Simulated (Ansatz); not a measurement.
## PtSe2: an elastic constant from a strain scan

Level of theory: DFT PBE, scalar-relativistic, plane waves, PAW in Ansatz. Cutoff 420 eV, Γ-centred 12×12×4 k-points, Gaussian smearing of 0.05 eV. Spin–orbit coupling is left out, which can shift energies with elements as heavy as these. No spin polarisation. Energies are free energies at this smearing, counted from the undisturbed cell; pressure is positive in compression.

Zero of the scan (relaxed at this level):

```
Pt Se
1.0
     3.75166    0.00000    0.00000
    -1.87583    3.24903    0.00000
     0.00000    0.00000    6.52688
Pt Se
1 2
Direct
  0.00000 0.00000 0.00000
  0.33333 0.66667 0.20019
  0.66667 0.33333 0.79981
```

The cell holds layers and no dispersion correction was added, so their binding is poorly described.

The cell is strained by ε times the Voigt pattern (1, 0, 0, 0, 0, 0) (xx, yy, zz, yz, xz, xy; engineering shear) with fractional coordinates fixed. The cell holds 3 atoms in V0 = 79.56 Å³. The stress column is τ = (1/V0) dE/dε, got from the stress tensor σ (compression positive) at each point as −det(1 + εP) σ : P(1 + εP)⁻¹, with P the pattern as a tensor.

```
      ε  ΔE (meV/atom)  τ (GPa)
-0.0600         58.940  -12.672
-0.0450         32.045   -9.047
-0.0300         13.752   -5.738
-0.0150          3.308   -2.724
 0.0000          0.000    0.015
 0.0150          3.167    2.495
 0.0300         12.189    4.734
 0.0450         26.484    6.746
 0.0525         35.438    7.671
 0.0600              ?        ?
```

Q: Which combination of elastic constants does this scan measure, and how large is it?

A: For small ε, τ = τ0 + Kε with K = pᵀCp, which for this pattern is C11 in the Cartesian frame shown. The parabola through τ at ε = -0.0150, 0 and 0.0150 has slope K = 174 GPa at zero. The energies per cell, E = NΔE, of the same two points give K = 2[E(ε₊)/ε₊ − E(ε₋)/ε₋]/[(ε₊ − ε₋)V0] = 174 GPa, in agreement. These are clamped-ion values.

Q: Predict the withheld row at ε = 0.0600 from the harmonic law, and compare.

A: ΔE = V0(τ0 ε + Kε²/2)/N = 51.979 meV/atom and τ = 10.45 GPa. The calculation gives 45.510 meV/atom and 8.55 GPa: the energy lies 12 % below the harmonic value, as bonds soften when stretched.

Forces appear on the atoms along this scan, and letting them relax would lower the energy and soften the response.

Cost: 10 runs of about 2.7 core-minutes in all, on Intel Xeon Platinum 8259CL (Skylake/Cascade Lake) (shared hosts).